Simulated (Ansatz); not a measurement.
Born–Oppenheimer molecular dynamics of a periodic cell of 12 atoms, TiO2 (start crystal TiO2, start structure I4_1/amd, volume 1.1 times the crystal's). It starts from an unrelaxed structure (largest force component 0.34 eV/Å).

Level of theory: DFT PBE-D3(BJ), scalar-relativistic, plane waves, PAW in Ansatz. Settings: accuracy low, PAW set soft_1, cutoff 420 eV, k mesh 3x3x1, fermi-dirac smearing 0.36 eV, no spin polarisation.

```yaml
ensemble: NVT, Langevin thermostat
time_step: 0.75 fs
steps_asked: 200
set_temperature: 4200 K
friction: 0.02 /fs
seed: 783860
```

Frames 0.75 fs apart, positions in Å, forces in eV/Å.

Velocities at 45 fs (Å/ps):

```
Ti 0.21 1.93 2.12
Ti -2.65 9.66 -14.86
O 1.48 -4.96 -6.23
O 4.95 -8.35 23.96
O -5.25 -23.19 4.66
O -5.42 -9.25 1.36
Ti -1.10 0.55 -0.85
Ti 0.34 1.43 2.55
O 1.87 -0.73 -19.53
O 20.13 -1.93 7.04
O -10.01 -41.59 -13.15
O -5.12 2.08 13.86
```

```xyz
12
Lattice="3.9197 0.0000 0.0000 0.0000 3.9197 0.0000 0.0000 0.0000 9.8882" Properties=species:S:1:pos:R:3:forces:R:3 time_fs=45 energy_less_start_eV=4.324 T=2954
Ti -0.117 0.235 0.057 -0.02 0.34 -2.21
Ti -0.248 1.799 2.563 0.17 0.61 -2.79
O 0.075 -0.018 1.821 -0.42 1.80 2.92
O -0.046 1.987 4.332 -1.11 -0.78 2.35
O -0.419 2.284 0.409 0.79 -1.75 -0.23
O 0.364 -0.247 7.641 -3.40 -0.07 0.79
Ti 2.070 1.816 4.921 -1.40 -0.02 0.05
Ti 2.116 -0.236 7.371 -1.24 0.72 0.63
O 1.655 1.745 7.045 2.87 0.14 -2.85
O 1.937 0.636 9.315 0.85 -2.36 0.17
O 1.972 -0.319 4.987 0.25 1.54 2.13
O 1.712 1.742 2.968 2.66 -0.16 -0.97
12
Lattice="3.9197 0.0000 0.0000 0.0000 3.9197 0.0000 0.0000 0.0000 9.8882" Properties=species:S:1:pos:R:3:forces:R:3 time_fs=45.75 energy_less_start_eV=4.255 T=3203
Ti -0.116 0.235 0.059 -0.01 0.39 -2.31
Ti -0.251 1.806 2.551 0.24 0.60 -2.20
O 0.078 -0.022 1.815 -0.43 1.77 2.99
O -0.042 1.980 4.350 -1.25 -0.90 1.75
O -0.421 2.265 0.414 0.85 -1.69 -0.11
O 0.359 -0.254 7.641 -3.27 -0.03 0.85
Ti 2.070 1.817 4.920 -1.33 -0.26 0.13
Ti 2.116 -0.235 7.373 -1.27 0.72 0.62
O 1.658 1.743 7.030 2.85 0.00 -2.67
O 1.953 0.633 9.321 0.69 -2.41 0.02
O 1.964 -0.349 4.978 0.24 2.00 2.14
O 1.709 1.744 2.976 2.67 -0.19 -1.21
12
Lattice="3.9197 0.0000 0.0000 0.0000 3.9197 0.0000 0.0000 0.0000 9.8882" Properties=species:S:1:pos:R:3:forces:R:3 time_fs=46.5 energy_less_start_eV=4.204 T=3509
Ti -0.115 0.234 0.060 0.01 0.45 -2.45
Ti -0.255 1.814 2.539 0.31 0.57 -1.67
O 0.084 -0.025 1.806 -0.44 1.71 3.12
O -0.036 1.972 4.370 -1.38 -0.99 1.20
O -0.422 2.245 0.420 0.91 -1.62 0.00
O 0.353 -0.260 7.641 -3.13 -0.02 0.92
Ti 2.069 1.819 4.919 -1.24 -0.64 0.20
Ti 2.115 -0.234 7.376 -1.29 0.73 0.60
O 1.663 1.738 7.015 2.82 -0.10 -2.47
O 1.969 0.627 9.330 0.51 -2.45 -0.15
O 1.955 -0.378 4.971 0.24 2.57 2.14
O 1.707 1.745 2.982 2.68 -0.22 -1.43
12
Lattice="3.9197 0.0000 0.0000 0.0000 3.9197 0.0000 0.0000 0.0000 9.8882" Properties=species:S:1:pos:R:3:forces:R:3 time_fs=47.25 energy_less_start_eV=4.171 T=3280
Ti -0.115 0.233 0.061 0.04 0.51 -2.64
Ti -0.259 1.823 2.525 0.36 0.54 -1.19
O 0.089 -0.023 1.797 -0.44 1.60 3.28
O -0.030 1.965 4.389 -1.49 -1.07 0.71
O -0.424 2.225 0.425 0.96 -1.51 0.12
O 0.346 -0.267 7.643 -2.99 -0.01 0.96
Ti 2.068 1.819 4.918 -1.14 -1.12 0.26
Ti 2.113 -0.233 7.379 -1.31 0.74 0.59
O 1.666 1.732 7.001 2.79 -0.19 -2.26
O 1.984 0.618 9.338 0.32 -2.48 -0.31
O 1.945 -0.406 4.967 0.23 3.22 2.13
O 1.706 1.748 2.986 2.66 -0.23 -1.65
12
Lattice="3.9197 0.0000 0.0000 0.0000 3.9197 0.0000 0.0000 0.0000 9.8882" Properties=species:S:1:pos:R:3:forces:R:3 time_fs=48 energy_less_start_eV=4.131 T=3354
Ti -0.115 0.231 0.063 0.07 0.55 -2.85
Ti -0.263 1.834 2.511 0.40 0.50 -0.80
O 0.095 -0.019 1.788 -0.43 1.45 3.46
O -0.024 1.958 4.406 -1.60 -1.13 0.32
O -0.425 2.204 0.431 1.00 -1.35 0.24
O 0.337 -0.273 7.648 -2.84 -0.01 0.98
Ti 2.065 1.821 4.917 -1.01 -1.65 0.30
Ti 2.111 -0.232 7.382 -1.33 0.76 0.59
O 1.673 1.725 6.989 2.72 -0.26 -2.05
O 1.995 0.609 9.346 0.15 -2.50 -0.44
O 1.933 -0.429 4.965 0.23 3.88 2.12
O 1.709 1.753 2.989 2.63 -0.24 -1.85
12
Lattice="3.9197 0.0000 0.0000 0.0000 3.9197 0.0000 0.0000 0.0000 9.8882" Properties=species:S:1:pos:R:3:forces:R:3 time_fs=48.75 energy_less_start_eV=4.085 T=3409
Ti -0.116 0.229 0.064 0.11 0.58 -3.02
Ti -0.266 1.846 2.498 0.41 0.43 -0.47
O 0.097 -0.013 1.781 -0.42 1.27 3.61
O -0.019 1.951 4.423 -1.68 -1.16 0.00
O -0.425 2.183 0.439 1.05 -1.15 0.33
O 0.324 -0.277 7.655 -2.67 -0.01 0.99
Ti 2.061 1.822 4.916 -0.85 -2.28 0.32
Ti 2.109 -0.230 7.385 -1.34 0.77 0.59
O 1.682 1.720 6.978 2.63 -0.34 -1.82
O 2.007 0.601 9.354 -0.03 -2.52 -0.59
O 1.922 -0.452 4.965 0.21 4.64 2.11
O 1.712 1.758 2.991 2.57 -0.23 -2.03
12
Lattice="3.9197 0.0000 0.0000 0.0000 3.9197 0.0000 0.0000 0.0000 9.8882" Properties=species:S:1:pos:R:3:forces:R:3 time_fs=49.5 energy_less_start_eV=4.046 T=3382
Ti -0.118 0.226 0.062 0.16 0.58 -3.14
Ti -0.270 1.858 2.484 0.40 0.35 -0.18
O 0.096 -0.006 1.774 -0.39 1.09 3.74
O -0.017 1.942 4.439 -1.68 -1.18 -0.27
O -0.427 2.161 0.448 1.10 -0.91 0.37
O 0.310 -0.282 7.662 -2.49 0.01 1.01
Ti 2.057 1.824 4.915 -0.71 -2.96 0.32
Ti 2.106 -0.229 7.389 -1.33 0.78 0.56
O 1.693 1.716 6.965 2.52 -0.42 -1.56
O 2.019 0.594 9.361 -0.24 -2.54 -0.74
O 1.911 -0.472 4.965 0.18 5.41 2.10
O 1.716 1.762 2.993 2.49 -0.22 -2.19
12
Lattice="3.9197 0.0000 0.0000 0.0000 3.9197 0.0000 0.0000 0.0000 9.8882" Properties=species:S:1:pos:R:3:forces:R:3 time_fs=50.25 energy_less_start_eV=4.006 T=3218
Ti -0.120 0.223 0.059 0.21 0.55 -3.20
Ti -0.273 1.870 2.470 0.37 0.26 0.09
O 0.094 0.002 1.769 -0.36 0.91 3.81
O -0.018 1.932 4.452 -1.64 -1.17 -0.46
O -0.430 2.141 0.459 1.14 -0.65 0.38
O 0.296 -0.289 7.670 -2.33 0.03 1.02
Ti 2.053 1.825 4.916 -0.57 -3.58 0.26
Ti 2.104 -0.227 7.392 -1.32 0.79 0.54
O 1.705 1.711 6.954 2.40 -0.49 -1.32
O 2.029 0.586 9.368 -0.44 -2.55 -0.88
O 1.899 -0.488 4.965 0.14 6.09 2.09
O 1.721 1.766 2.993 2.39 -0.19 -2.32
12
Lattice="3.9197 0.0000 0.0000 0.0000 3.9197 0.0000 0.0000 0.0000 9.8882" Properties=species:S:1:pos:R:3:forces:R:3 time_fs=51 energy_less_start_eV=3.952 T=3336
Ti -0.123 0.220 0.057 0.27 0.51 -3.25
Ti -0.275 1.883 2.454 0.33 0.16 0.36
O 0.092 0.009 1.765 -0.33 0.71 3.85
O -0.021 1.924 4.463 -1.58 -1.16 -0.59
O -0.431 2.120 0.469 1.18 -0.35 0.34
O 0.283 -0.295 7.680 -2.17 0.04 1.00
Ti 2.048 1.827 4.916 -0.45 -4.10 0.14
Ti 2.102 -0.224 7.392 -1.29 0.80 0.54
O 1.717 1.705 6.944 2.29 -0.54 -1.10
O 2.039 0.579 9.375 -0.63 -2.55 -1.01
O 1.886 -0.498 4.964 0.10 6.63 2.10
O 1.727 1.772 2.990 2.28 -0.16 -2.39
12
Lattice="3.9197 0.0000 0.0000 0.0000 3.9197 0.0000 0.0000 0.0000 9.8882" Properties=species:S:1:pos:R:3:forces:R:3 time_fs=51.75 energy_less_start_eV=3.885 T=3433
Ti -0.125 0.217 0.056 0.33 0.45 -3.38
Ti -0.277 1.896 2.437 0.29 0.07 0.63
O 0.092 0.017 1.759 -0.29 0.52 3.98
O -0.023 1.914 4.473 -1.51 -1.13 -0.69
O -0.430 2.099 0.478 1.18 -0.05 0.26
O 0.269 -0.299 7.690 -2.01 0.03 0.98
Ti 2.043 1.831 4.916 -0.33 -4.50 0.02
Ti 2.099 -0.221 7.392 -1.26 0.82 0.54
O 1.730 1.697 6.934 2.16 -0.56 -0.91
O 2.047 0.572 9.381 -0.81 -2.54 -1.12
O 1.873 -0.504 4.963 0.08 7.00 2.10
O 1.735 1.779 2.985 2.16 -0.12 -2.42
12
Lattice="3.9197 0.0000 0.0000 0.0000 3.9197 0.0000 0.0000 0.0000 9.8882" Properties=species:S:1:pos:R:3:forces:R:3 time_fs=52.5 energy_less_start_eV=3.810 T=3340
Ti -0.126 0.214 0.053 0.39 0.39 -3.50
Ti -0.279 1.908 2.422 0.25 -0.02 0.91
O 0.088 0.021 1.753 -0.23 0.33 4.12
O -0.026 1.902 4.485 -1.40 -1.09 -0.78
O -0.427 2.079 0.489 1.17 0.26 0.13
O 0.254 -0.303 7.698 -1.85 0.03 0.96
Ti 2.039 1.835 4.916 -0.22 -4.84 -0.08
Ti 2.094 -0.217 7.392 -1.21 0.83 0.53
O 1.744 1.688 6.925 2.03 -0.57 -0.71
O 2.054 0.564 9.386 -0.99 -2.53 -1.20
O 1.860 -0.507 4.964 0.05 7.30 2.10
O 1.747 1.788 2.981 2.02 -0.09 -2.47
12
Lattice="3.9197 0.0000 0.0000 0.0000 3.9197 0.0000 0.0000 0.0000 9.8882" Properties=species:S:1:pos:R:3:forces:R:3 time_fs=53.25 energy_less_start_eV=3.719 T=3674
Ti -0.125 0.211 0.049 0.44 0.31 -3.57
Ti -0.281 1.920 2.407 0.19 -0.12 1.20
O 0.083 0.025 1.748 -0.16 0.17 4.20
O -0.032 1.887 4.498 -1.21 -1.03 -0.87
O -0.424 2.059 0.498 1.17 0.56 -0.05
O 0.239 -0.308 7.706 -1.69 0.02 0.94
Ti 2.035 1.837 4.916 -0.15 -5.12 -0.18
Ti 2.088 -0.213 7.391 -1.15 0.84 0.51
O 1.758 1.678 6.915 1.89 -0.58 -0.51
O 2.063 0.556 9.390 -1.18 -2.51 -1.29
O 1.849 -0.509 4.968 0.01 7.51 2.11
O 1.762 1.796 2.977 1.84 -0.06 -2.50
```

Of the whole run (150 fs, mean temperature of the second half 3693 K): The mean temperature of the second half is 12 % below the set value. A run of 0.15 ps of so small a system gives no equilibrium averages. Limits of this set-up: coarse k mesh, low accuracy level.

The run took 14 min on 1 thread of Arm Neoverse V2 (shared host), peak memory 0.44 GiB.
